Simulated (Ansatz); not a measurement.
# ZnO (zincite) (P6_3mc) in Ansatz: reference runs

Reference runs on ZnO (zincite): the cell as given.

Program: Ansatz 0.2.0. These are calculated values, not measurements. Logs are shortened: lines on timing, memory, paths and dates and some standing lists are left out, and cuts for length are marked.

**What was measured.**

From “Electronic structure of alkaline earth and post-transition metal oxides”, 2009, arxiv:0908.1581, for a bulk crystal of ZnO: band gap 3.37 eV.

The results are compared with them further down.

## 1. The structure

It takes space group P6_3mc (No. 186, hexagonal). Conventional cell: a = 3.249 Å, b = 3.249 Å, c = 5.206 Å, α = 90.00°, β = 90.00°, γ = 120.00°. Zn (site symmetry 3m) is surrounded by 4 O at 1.97 to 1.98 Å. O (site symmetry 3m) is surrounded by 4 Zn at 1.97 to 1.98 Å.

## 2. Single point, PBEsol

input.yaml

```yaml
crystal:
  lattice:
    - [3.249308, 0.0, 0.0]
    - [-1.624654, 2.8139832727, 0.0]
    - [0.0, 0.0, 5.205709]
  atoms:
    - { symbol: Zn, position: [0.6666666667, 0.3333333333, 0.0] }
    - { symbol: Zn, position: [0.3333333333, 0.6666666667, 0.5] }
    - { symbol: O, position: [0.3333333333, 0.6666666667, 0.87901] }
    - { symbol: O, position: [0.6666666667, 0.3333333333, 0.37901] }
kpoints:
  mp_grid: { grid: [9, 9, 5] }
scf:
  occupations: { method: fermi_dirac, width: 0.05 }
hamiltonian:
  xc: pbesol
  pseudopotentials: { kind: all_electron, lapw: { basis_error: 0.001 } }
output:
  forces: true
  stress: true
  eigenvalues: true
  populations: true
```

Potentials or basis: all-electron LAPW, scalar-relativistic.

Launch:

```console
$ ansatz run input.yaml --threads 2 --pin off --max-ram 8192MiB --backend cpu --events-out ev --progress --plain --runs-dir out
```

Standard output:

```text
Warning: RAYON_NUM_THREADS=2 ignored (pool sized by the plan → 2); use --threads N
Zn: projections on atomic orbitals take those of the free atom 1s2 2s2 2p6 3s2 3p6 3d10 4s2, of charge +0.00 (hamiltonian.pseudopotentials.projection_atoms)
O: projections on atomic orbitals take those of the free atom 1s2 2s2 2p4, of charge +0.00 (hamiltonian.pseudopotentials.projection_atoms)
LAPW: plane waves up to 10.613 Å⁻¹, error target 1.0e-3 eV per atom; small_component_spin mean_spin; O in spheres of 0.886 Å, 8 of its electrons in bands, Dirac shells []; Zn in spheres of 1.087 Å, 20 of its electrons in bands, Dirac shells [] (how accurate: hamiltonian.pseudopotentials.lapw.basis_error, Limitations)
Engine: ansatz 0.2.0, x86_64-unknown-linux-gnu
Pseudopotentials: kind: all_electron
Pseudopotential: Zn, LAPW, valence charge 20, lapw/all_electron/scalar/gaussian/Zn, Koelling and Harmon's equation, gaussian nucleus
Pseudopotential: O, LAPW, valence charge 8, lapw/all_electron/scalar/gaussian/O, Koelling and Harmon's equation, gaussian nucleus
Functional definition: PBEsol
  exchange = pbesol_x
  correlation = pbesol_c
Crystal: 4 atoms, lattice volume = 47.598 Å³
Basis set: ecut = 429.14095775745255 eV, 977 PW (Γ), exchange–correlation at level 2
Bands: 34, of which v1, the nominal top of the filled ones, is band 28 counted from 1 (27 counted from 0)
Symmetry: 12 space group operations
Space group: P63mc (ITA 186), of the structure as read, at distance tolerance 3.6e-5 Å
k-points: 36 of 405 (time reversal used)
Non-local potential: Zn, projectors of the file, none
Non-local potential: O, projectors of the file, none
Initial density: superposition of atomic densities (chi_scale 0.1, normalization cell, long waves kept (reshape's long-wave potential 0.00 eV rms))
Initial wavefunctions: plane waves of lowest kinetic energy (no species holds an atomic orbital)
Functional: x = pbesol(κ = 0.804, μ = 0.12345679012345678), c = pbesol(β = 0.046)
iter 1 solved again at ethr=1.19e-2 eV; its pass at ethr=1.00e-1 eV (dr2=6.66e0 eV) is discarded
SCF iter   1: F=—  HF=-101757.122038 eV  |F-HF|=—  |Δ(HF+E_count)|=         —  Δρ=1.07e-1  dr2=6.67e0  ethr=1.19e-2  ⟨swp⟩=2.0  Hψ=7714  notcnv=0
preconditioner: auto → Resta (q_TF=auto, 2.803 Å⁻¹)  ε∞=6.3  [insulator: Δε(μ)=1.500 eV  Ē_g=13.978 eV  σ=0.050 eV  W_gap=1.00  n_scr=22 (ndim 8)  ℏωp=32.3 eV  f_vac=0.041  D(μ)=0.00/eV (n_scr^D=0)  ε∞_Penn≈6.3]
iter 2 solved again at ethr=2.84e-4 eV; its pass at ethr=1.19e-2 eV (dr2=1.59e-1 eV) is discarded
SCF iter   2: F=—  HF=-101754.424639 eV  |F-HF|=—  |Δ(HF+E_count)|=    2.70e0  Δρ=2.23e-2  dr2=1.58e-1  ethr=2.84e-4  ⟨swp⟩=2.0  Hψ=6472  notcnv=0
SCF iter   3: F=—  HF=-101754.270882 eV  |F-HF|=—  |Δ(HF+E_count)|=   1.54e-1  Δρ=2.53e-2  dr2=4.21e-1  ethr=2.83e-4  ⟨swp⟩=3.0  Hψ=3858  notcnv=0
SCF iter   4: F=—  HF=-101754.286453 eV  |F-HF|=—  |Δ(HF+E_count)|=         —  Δρ=7.92e-3  dr2=3.91e-2  ethr=2.83e-4  ⟨swp⟩=2.7  Hψ=3771  notcnv=0
the basis was enlarged: its passes take 371.3 KiB over the memory plan, 2 of 2 planned eigensolver slots
SCF iter   5: F=—  HF=-101754.183066 eV  |F-HF|=—  |Δ(HF+E_count)|=   1.03e-1  Δρ=3.33e-3  dr2=3.01e-3  ethr=6.98e-5  ⟨swp⟩=2.9  Hψ=3778  notcnv=0
SCF iter   6: F=—  HF=-101754.183038 eV  |F-HF|=—  |Δ(HF+E_count)|=   2.80e-5  Δρ=1.10e-3  dr2=8.65e-4  ethr=5.37e-6  ⟨swp⟩=3.0  Hψ=3697  notcnv=0
SCF iter   7: F=—  HF=-101754.183120 eV  |F-HF|=—  |Δ(HF+E_count)|=   8.21e-5  Δρ=3.11e-4  dr2=6.79e-5  ethr=1.54e-6  ⟨swp⟩=2.0  Hψ=3495  notcnv=0
SCF iter   8: F=—  HF=-101754.183164 eV  |F-HF|=—  |Δ(HF+E_count)|=   4.41e-5  Δρ=4.16e-5  dr2=1.09e-6  ethr=1.21e-7  ⟨swp⟩=3.0  Hψ=3792  notcnv=0
SCF iter   9: F=-101754.183165 eV  HF=-101754.183165 eV  |F-HF|=4.47e-9  |Δ(HF+E_count)|=   4.66e-7  Δρ=8.12e-6  dr2=3.97e-8  ethr=1.95e-9  ⟨swp⟩=3.0  Hψ=3597  notcnv=0
SCF 1 converged in 9 iterations: F = -101754.183165 eV  dr2 = 3.97e-8
SCF converged after 9 iterations
Free energy (F): -101754.183165 eV
Harris-Foulkes:  -101754.183165 eV  (|F-HF|=4.47e-9)
Internal energy: -101754.183157 eV  (E = F + TS)
E sigma→0 (E₀):  -101754.183161 eV
Entropy (-TS):   -0.000008 eV (-0.002 meV/atom)
Fermi energy:    9.304416 eV
--- Per-component energies (eV) ---
  E_band       = -3130.187084
  E_kinetic    = 103530.623289
  E_xc         = -4276.042186
  E_electrostatic = -201008.764261  (all electrons and nuclei)
  E_smearing   = -0.000008  (= −TS)
  E_closure    = 0.000000  (closes the sum)
  E_atoms      = -101734.703437  (free atoms, spherical and without spin; not in F)
  Σ components = -101754.183165   (vs F -101754.183165, Δ=0.00e0)
  Basis errors (estimates in eV, not in F): energy 4.3e-4 per atom: plane waves 4.0e-4 (2.4e-4 summed), levels above the bands 4.5e-99, relativity 7.8e-8, radial functions 3.3e-5, core shells 1.2e-9; eigenvalues (radial functions only) 3.5e-6; not estimated: angular momenta, meshes, grids; target (lapw.basis_error) 1.0e-3; muffin-tin radii O 0.886 Å, Zn 1.087 Å
--- Forces (eV/Å), atoms counted from 1 ---
  atom   1  Zn     0.00000000    -0.00000000    -0.06160431
  atom   2  Zn     0.00000000     0.00000000    -0.06160431
  atom   3  O     -0.00000000     0.00000000     0.06160107
  atom   4  O     -0.00000000    -0.00000000     0.06160107
  max |Σ_I F_I| component: 6.47e-6 eV/Å
--- Stress (GPa, compression-positive) ---
       -2.069618       0.000000       0.000000
        0.000000      -2.069618      -0.000000
        0.000000      -0.000000      -0.422614
  P = ⅓ Tr σ = -1.5206 GPa (-15.206 kbar)
--- Band table (eV; the first three rows and the last of 36) ---
  k-point 0: bands = ["-494.2312", "-494.2312", "-114.1829", "-114.1827", "-68.5369", "-68.5336", "-68.5318", "-68.5318", "-68.5312", "-68.5312", "-9.0995", "-8.3474", "3.1860", "3.1860", "3.2249", "3.2350", "3.3821", "3.3821", "4.3597", "4.3597", "4.5767", "4.5767", "4.8465", "8.0917", "8.0917", "8.8338", "8.9065", "8.9065", "9.6222", "14.0421", "17.0649", "21.6641", "21.6641", "22.9132"]
  k-point 1: bands = ["-494.2312", "-494.2312", "-114.1829", "-114.1827", "-68.5366", "-68.5339", "-68.5317", "-68.5317", "-68.5312", "-68.5312", "-9.0313", "-8.4230", "3.0826", "3.1497", "3.1958", "3.1958", "3.3534", "3.3534", "4.3882", "4.3882", "4.5648", "4.5648", "5.2798", "8.1016", "8.1710", "8.1710", "8.8305", "8.8305", "10.4806", "13.7149", "17.3606", "21.6453", "21.6705", "21.6705"]
  k-point 2: bands = ["-494.2312", "-494.2312", "-114.1828", "-114.1828", "-68.5357", "-68.5347", "-68.5316", "-68.5316", "-68.5314", "-68.5314", "-8.8493", "-8.6170", "2.9478", "3.0031", "3.2299", "3.2299", "3.2895", "3.2895", "4.4555", "4.4555", "4.5236", "4.5236", "6.1705", "7.1446", "8.3775", "8.3775", "8.6296", "8.6296", "11.7034", "12.8581", "18.2445", "19.7277", "21.7935", "21.7935"]
  k-point 35: bands = ["-494.2312", "-494.2312", "-114.1827", "-114.1827", "-68.5354", "-68.5354", "-68.5330", "-68.5328", "-68.5328", "-68.5327", "-8.2172", "-8.2172", "3.1687", "3.1687", "3.2959", "3.4962", "3.9464", "3.9464", "4.3487", "4.3869", "4.8642", "4.8642", "5.2076", "5.2076", "5.8964", "6.4994", "7.6100", "7.6100", "16.7057", "16.7793", "16.7793", "16.8377", "17.8479", "17.8479"]
--- Löwdin populations: 4 sites ---
  site symbol       q [e]
     0     Zn     28.5896
     1     Zn     28.5896
     2      O      9.2160
     3      O      9.2160
  spilling = 0.005116 (of n_electrons = 76.000000)
```

Wall time 22 s (2 threads of AMD EPYC 7R13 (Zen 3), shared host); peak memory 0.47 GiB.

What came out:

```yaml
Free_energy: -101754.1832 eV
Pressure: -1.5 GPa
Largest_force: 0.062 eV/Å
Band_gap_on_the_k_mesh: 0.72 eV, direct
Loewdin_charges: Zn +1.41; O -1.22 e
```

Forces on the atoms (eV/Å):
```
Zn   0.000  0.000 -0.062
Zn   0.000  0.000 -0.062
O    0.000  0.000  0.062
O    0.000  0.000  0.062
```

Stress tensor (GPa, compression positive):
```
-2.07  0.00  0.00
 0.00 -2.07  0.00
 0.00  0.00 -0.42
```

Caveat: the atomic charges don't sum to the cell's charge.

## 3. Equation of state, PBEsol

Potentials or basis: all-electron LAPW, scalar-relativistic.

No new run: the results of the series are fitted here.

What came out:

```
Equilibrium volume                        : 11.77 Å³/atom
Bulk modulus at fixed shape and positions : 145 GPa
Pressure derivative of the bulk modulus   : 4.5
```

Energy against volume, from the lowest point:
```tsv
volume (Å³/atom)	energy (meV/atom)
11.186	14.08
11.424	4.47
11.662	0.00
11.900	0.13
12.138	4.37
12.376	12.31
12.614	23.55
```

Caveat: the cell was scaled at fixed shape and fractional positions, which overstates the stiffness of a crystal with free parameters, most of all of layers and chains.

## 4. How close it comes

Step 2. A measured gap of ZnO is 3.37 eV (quoted in “Electronic structure of alkaline earth and post-transition metal oxides”, 2009, arxiv:0908.1581); the calculated 0.72 eV misses it by -2.65 eV. So large a miss can be the level of theory's own, or it may mean another phase, state or a wrong row. The value is that of PBEsol, without temperature or zero-point motion. Semilocal functionals fall short of measured gaps as a rule.
